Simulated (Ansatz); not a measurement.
Space group I4/mmm (No. 139). a = 2.800 Å, b = 2.800 Å, c = 4.521 Å, α = 90.00°, β = 90.00°, γ = 90.00°
```tsv
atom	site	symmetry	x	y	z
Ga	2a	4/mmm	0.0000	0.0000	0.0000
```

Equation of state of this Ga structure (not necessarily the ground state), with shape and atoms relaxed at each volume where symmetry leaves them free. It has no gap at any of these volumes. Level of theory: DFT PBEsol, scalar-relativistic, plane waves, PAW (Ansatz).

Plane waves to 420 eV, a k mesh through Γ of 20×20×20 on the computed 1-atom cell and Gaussian smearing (0.10 eV); no spin polarisation.

```json
{"V (Å³/atom)": "15.598", "E − E(largest V) (meV/atom)": "33.62", "P (GPa)": "10.39"}
{"V (Å³/atom)": "16.130", "E − E(largest V) (meV/atom)": "4.75", "P (GPa)": "7.12"}
{"V (Å³/atom)": "16.661", "E − E(largest V) (meV/atom)": "-14.14", "P (GPa)": "4.33"}
{"V (Å³/atom)": "17.193", "E − E(largest V) (meV/atom)": "-24.45", "P (GPa)": "1.97"}
{"V (Å³/atom)": "17.725", "E − E(largest V) (meV/atom)": "-27.53", "P (GPa)": "-0.01"}
{"V (Å³/atom)": "18.257", "E − E(largest V) (meV/atom)": "-24.62", "P (GPa)": "-1.67"}
{"V (Å³/atom)": "18.788", "E − E(largest V) (meV/atom)": "-16.87", "P (GPa)": "-3.02"}
{"V (Å³/atom)": "19.497", "E − E(largest V) (meV/atom)": "0.00", "P (GPa)": "-4.56"}
```

Question: Fit a third-order Birch–Murnaghan equation to E(V).

Answer: V0 = 17.72 Å³/atom, B0 = 60 GPa, B0' = 4.9.

This form isn't the element's structure at ambient conditions.

Cost: 8 runs of about 9 core-minutes in all, on Intel Xeon Processor @ 2.50GHz (Skylake/Cascade Lake) (shared hosts).